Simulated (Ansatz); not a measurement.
A surface is cut from this relaxed crystal of TaC:

```
Ta C
1.0
     0.00000    2.23763    2.23763
     2.23763    0.00000    2.23763
     2.23763    2.23763    0.00000
Ta C
1 1
Direct
  0.00000 0.00000 0.00000
  0.50000 0.50000 0.50000
```

Miller indices refer to the conventional cell of Fm-3m (No. 225), a = 4.475 Å, b = 4.475 Å, c = 4.475 Å, α = 90.00°, β = 90.00°, γ = 90.00°.

The (211) slab of 11 planes, 9.1 Å thick with 15 Å of vacuum as cut; outer planes TaC (top) and TaC (bottom).

Computed with Ansatz 0.2.0, DFT PBE, scalar-relativistic, plane waves, PAW. Settings: cutoff 420 eV, Γ-centred mesh 11×5×1 on the computed 22-atom cell, Gaussian smearing of 0.10 eV; no spin polarisation. The cell repeats along c with a dipole correction in the vacuum.

The work function is left out: read from the slab's Fermi level and from the bulk's it differs by over 0.3 eV, so the slab is too thin for it. The slab's inner planes relax by over 3 % too, so it holds no bulk-like region.

With the atoms at the bulk's places:

| Item | Value |
| --- | --- |
| Surface energy (mean of both faces) | 4.07 J/m² |

Question: What changes when all atoms relax?

Answer: The energy falls by 0.833 J/m² a face, and the largest move is 0.24 Å.

- Surface energy (mean of both faces): 3.23 J/m²

| plane (bottom to top) | atoms | spacing to next, bulk (Å) | relaxed (Å) | change (%) | rumpling (Å) |
| --- | --- | --- | --- | --- | --- |
| 1 | TaC | 0.914 | 0.682 | -25.4 | 0.090 |
| 2 | TaC | 0.914 | 0.893 | -2.2 | 0.018 |
| 3 | TaC | 0.914 | 1.017 | +11.3 | 0.109 |
| 4 | TaC | 0.914 | 0.853 | -6.6 | 0.123 |
| 5 | TaC | 0.914 | 0.933 | +2.2 | 0.061 |
| 6 | TaC | 0.914 | 0.933 | +2.2 | 0.000 |
| 7 | TaC | 0.914 | 0.853 | -6.6 | 0.061 |
| 8 | TaC | 0.914 | 1.017 | +11.3 | 0.123 |
| 9 | TaC | 0.914 | 0.893 | -2.2 | 0.109 |
| 10 | TaC | 0.914 | 0.682 | -25.4 | 0.018 |
| 11 | TaC |  |  |  | 0.090 |

With no bulk-like middle, the error of these values can't be bounded.

Spin-orbit coupling is left out, which matters for the bands of heavy elements.

γ = (E_slab − N·E_bulk)/2A = 9.902 eV / (2 × 24.53 Å²) = 201.8 meV/Å² = 3.23 J/m², with N = 22 atoms. The cut crosses 8 bonds a cell (neighbours within 10 % of the shortest distances), so each costs 1.24 eV on this count. The top plane, flat in the bulk, buckles with C 0.09 Å above Ta.

Relaxation lowers the surface energy from 4.07 to 3.23 J/m², mainly, it seems, through the outermost spacing, which closes by 25.4 %. On this open, stepped face of the rocksalt lattice the top atoms lose half their nearest neighbours. Pulling them inward strengthens their remaining Ta 5d–C 2p bonds and smooths the corrugated surface charge. The response deeper down isn't a simple alternation: the second spacing also contracts slightly before the third expands, as expected when the planes lie so close that bonds reach past the adjacent one. Carbon ends up outside tantalum in the top plane, the usual sense of buckling on carbide surfaces.

Both elements lie in every plane, so the cut is stoichiometric and the energy needs no carbon chemical potential. The 1.24 eV per cut bond is an average that includes relaxation and lost Ta–Ta metallic bonding, not the strength of a single Ta–C bond. Whether the face would lower its energy further by breaking up into (100) facets, the natural cleavage planes of rocksalt carbides, remains untested.
